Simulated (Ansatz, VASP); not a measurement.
## Ru: VASP beside Ansatz

```
Ru
1.0
     2.79105    0.00000    0.00000
    -1.39552    2.41712    0.00000
     0.00000    0.00000    4.13857
Ru
2
Cartesian
  0.0000 1.6114 1.0346
  1.3955 0.8057 3.1039
```

Alike in both runs: task single point; functional PBEsol; k mesh 21 × 21 × 12; occupations gaussian, width 0.15 eV; no spin polarisation.

|  | VASP | Ansatz |
| --- | --- | --- |
| version | VASP 6.6.1 | Ansatz 0.2.0 |
| potentials or method | VASP PAW PBE potentials, release 64 (Ru_pv) | scalar-relativistic, plane waves, PAW |
| plane-wave cutoff (eV) | 520 | 420 |
| valence electrons in the cell | 28 | 32 |

VASP gave:

```
gap on the k mesh at the Fermi level (eV)       : none
pressure (GPa)                                  : -12.5
largest component of the traceless stress (GPa) : 15.96
```

Task: Estimate Ansatz's values.

Result: gap on the k mesh at the Fermi level (eV): none; pressure (GPa): -12.4; largest component of the traceless stress (GPa): 15.99.

A gap of «none» marks a metal or a gap that the smearing closes. The two sets of potentials don't hold the same shells in valence. Ansatz warned: «pseudo_functional_mismatch».

Caveats: the PAW data sets were made with another functional, which shifts forces and pressure a little (VASP).
